## How far off is a coarse mesh in a metal?

The row for the 8,8,8 mesh looks wrong because it is too good. Its energy lies 1.4 meV/atom from that of the finest mesh, while the finer 10,10,10 mesh lies 3.1 meV/atom away. More points have apparently made the result worse. Nothing went astray in either calculation: in a metal the error of a mesh swings through zero as the mesh is refined, and 8,8,8 probably sits near such a crossing.

What shrinks steadily is the size of the swings. For AlNi the size worth remembering is 2 eV per atom divided by the cube of the number of divisions along each cell edge. Three divisions then cost somewhat less than a tenth of an electronvolt per atom, and ten divisions cost a few thousandths.

AlNi (Pm-3m, two-atom cell) at fixed geometry on a series of k-point meshes, computed with DFTK 0.8.2 using the PBEsol functional and PseudoDojo 0.4.1 standard norm-conserving pseudopotentials. The plane-wave cutoff is 1333 eV, with Gaussian smearing of 0.1 eV and collinear spins from a ferromagnetic start. Energies are free energies of the smeared electrons.

| sweep value | energy less tightest (meV/atom) | pressure (GPa) | gap (eV) | cell moment (μB) |
| --- | --- | --- | --- | --- |
| 1,1,1 | 1339.5 | 6.421 | 4.133 | 1.000 |
| 3,3,3 | 76.5 | -2.588 | 0.000 | 0.333 |
| 4,4,4 | -20.9 | -4.080 | 0.000 | 0.000 |
| 5,5,5 | 19.1 | -2.485 | 0.000 | 0.133 |
| 7,7,7 | -7.6 | -3.260 | 0.000 | 0.000 |
| 8,8,8 | 1.4 | -3.089 | 0.000 | 0.000 |
| 10,10,10 | -3.1 | -3.331 | 0.000 | 0.000 |
| 12,12,12 | 0.0 | -3.171 | 0.000 | 0.000 |

The column "energy less tightest" is the energy per atom on a given mesh minus that on 12,12,12. The "sweep value" gives the divisions along the three edges of the reciprocal cell, which are equal here, so one number $n$ describes each mesh. A negative entry is not a better energy. A mesh replaces an integral by a sum, and a sum can miss on either side.

### The two ends of the series

Take the coarsest mesh first. With $n=1$ every electron is placed in levels at a single point of reciprocal space, so there is no Fermi surface at all. The calculation then reports a gap of 4.1 eV and one unpaired electron in a material that is a nonmagnetic metal on every mesh from 7,7,7 upward. The energy is wrong by 1.3 eV/atom, because the levels at one point stand in for bands that vary by electronvolts across reciprocal space. The row describes a different electronic state and is no part of a trend.

At the other end, with $n$ very large, the sum becomes the integral and the error vanishes. How fast it does so depends on how smooth the summed function is. In an insulator each band is either full or empty everywhere, the function is smooth, and the error dies away exponentially. In a metal the occupation stops abruptly at the Fermi surface, and a regular mesh is poor at locating an abrupt edge.

### Why the cube, and why the sign changes

Any function that is periodic in reciprocal space can be written as a sum of waves $e^{i\mathbf{k}\cdot\mathbf{R}}$, one for each lattice vector $\mathbf{R}$ of the crystal. A mesh with $n$ divisions averages almost all of these waves to zero, as the exact integral does. It fails only for waves that take the same value on every mesh point. Their vectors $\mathbf{R}$ are whole multiples of $na$ along the edges, where $a$ is the cell edge. The mesh error is therefore the sum of the wave amplitudes at these distances, and the shortest, $R=na$, usually matter most.

It remains to find how the amplitudes fall with distance. The function to be summed is the energy of the occupied states, counted from the Fermi level, because the number of electrons is fixed and any miscount by the mesh is made good at the Fermi level. This function rises to zero at the Fermi surface and stays zero beyond it. It has no jump there, only a kink.

Across a flat kink the amplitude of a wave falls as $1/R^2$. A Fermi surface is curved, however, and a wave picks up a net contribution only from the two caps where the surface lies square to $\mathbf{R}$. Away from the caps the contributions cancel. The area of a cap shrinks as $1/R$, which supplies the third power. For a spherical surface of radius $k_F$ the shortest repeats give

$$
\text{error}\;\propto\;E_F\,\frac{\sin(k_F\,n a)}{n^3},
$$

where $E_F$ is the Fermi energy measured from the bottom of the band.

The sine shows how the opening puzzle can arise. With three nearly free electrons per cell, the d shell of nickel being counted as full, $k_F a$ is between four and five radians, so each added division turns the phase by more than half a circle. The sign then hops about instead of alternating slowly, and now and then the sine comes close to zero. The table shows such hops: the error is positive on 3,3,3, negative on 4,4,4 and positive again on 5,5,5. The real Fermi surface of AlNi is not a sphere, so the formula explains why there are swings but does not predict the sign on a given mesh.

The same formula gives the scale of the constant. Free electrons with a Fermi energy of roughly 10 eV, six nearest repeats and two atoms in the cell lead to about 6 eV per atom where the sine is at its height. Further repeats and the true shape of the surface alter this figure, so only its order of magnitude counts. It makes it plausible that the constant belongs to the electrons of the metal and is not a peculiarity of the program.

### The rule and two estimates

Dropping the sine leaves a rule for the size alone:

$$
|\text{error}| \approx \frac{A}{n^3}, \qquad A = 2\ \text{eV/atom}.
$$

The constant comes from the three cheap meshes 3,3,3, 4,4,4 and 5,5,5. For each of them the size of the error was multiplied by $n^3$. The geometric mean of the three products is 1.9 eV/atom, rounded here to 2. The meshes 7,7,7, 8,8,8 and 10,10,10 do not enter this mean and can test it.

Take 7,7,7 first. The cube of 7 is 343, and 2000 meV divided by 343 is 5.8 meV/atom. The table has an error of 7.6 meV/atom in size, so the rule is low by a factor of 1.3. A miss of this size is no surprise, since the unknown sine has been replaced by a typical value.

Now take the row that looked wrong. The cube of 8 is 512, and the rule gives 3.9 meV/atom where the table has 1.4. The estimate is too high by a factor of 2.8, the worst case among the meshes from 3,3,3 to 10,10,10. The failure is of the kind that the sine leads us to expect: a rule for the typical size of the swings must overestimate any mesh that falls near a crossing.

### How far to trust it

Over the six meshes from 3,3,3 to 10,10,10 the rule is typically off by a factor of 1.5. Three of these meshes set the constant, so the fairer test is the other three, where the factors run from 1.3 to 2.8. The rule is never too low by more than a factor of 1.6. Twice the rule is therefore a ceiling for all six errors as the table counts them, from the 12,12,12 mesh. It is read off the table and not proven: the free-electron estimate of about 6 eV per atom lies above the 4 eV per atom that it allows.

That ceiling is the form to use when choosing a mesh. Suppose that the energy should be within 10 meV/atom. Setting $2A/n^3$ equal to this bound gives $n^3=400$, or $n$ a little above 7, so 8 divisions are a cautious choice. The table shows that 7,7,7 already suffices and that 5,5,5 does not. The margin costs one step of refinement and gives some protection, though no guarantee, against an unfavourable phase.

The finest mesh has an error of its own, and this matters most for the smallest entries. By the rule it is about 1 meV/atom at 12,12,12, nearly as large as the whole entry for 8,8,8. The near-perfect agreement of that mesh is thus no sign that the energy is settled to 1 meV/atom. For that bound the ceiling asks for about 16 divisions, which lies beyond the table and is only an extrapolation. A single small difference between two meshes is weak evidence in a metal; the size of the swings over several meshes is better evidence.

The two coarse meshes with odd $n$ carry a further blemish. On 3,3,3 and 5,5,5 the cell has a small magnetic moment, which is absent on 4,4,4 and on all meshes from 7,7,7 upward. The moments are products of coarse sampling, and the errors of these two rows mix sampling with a change of spin state. The damage to the constant is slight: the four meshes without a moment, from 4,4,4 to 10,10,10, give a mean of 1.7 eV/atom, which also rounds to 2.

The exponent rests more on theory than on the table. A straight line through the logarithm of the error against the logarithm of $n$, fitted by least squares to the six meshes, gives a power of $3.0\pm0.6$. An exponential decay fitted to the same rows scatters only a little more. Six values that swing in sign cannot separate the two forms, and it is the kink at the Fermi surface that speaks for the cube.

Theory also tells where the cube must end. Smearing rounds the kink, and waves finer than the rounded region average out. If $\sigma$ is the smearing width and $v_F$ the speed of electrons at the Fermi surface, this happens once $na$ exceeds about $\hbar v_F/\sigma$. Beyond that length the error falls faster than the rule says. For free electrons and the smearing of 0.1 eV used here, the estimate is some forty divisions, far beyond the table; slower d electrons would reach the limit sooner. A wider smearing brings this point to coarser meshes, at the price of an energy that belongs to a more strongly smeared metal.

The rule is for energies and should not be carried over to the pressure. Measured from the value at 12,12,12, the pressure is off by 0.09 GPa on 7,7,7 but by 0.16 GPa on 10,10,10, although the energy error is less than half as large there. Pressure follows the change of the energy with volume, and its error need not keep a fixed ratio to that of the energy, even though the two have the same sign on all six meshes here. Anyone who relaxes a cell has to watch the pressure itself.

The derivation shows how to adapt the rule when the same crystal is described by a larger cell. What counts is the length $na$, not $n$ alone. If the cell is doubled along every edge, half as many divisions sample exactly the same states, and the error per atom is unchanged. The 8,8,8 mesh of the small cell becomes 4,4,4 in the large one, with the same deceptively small error.
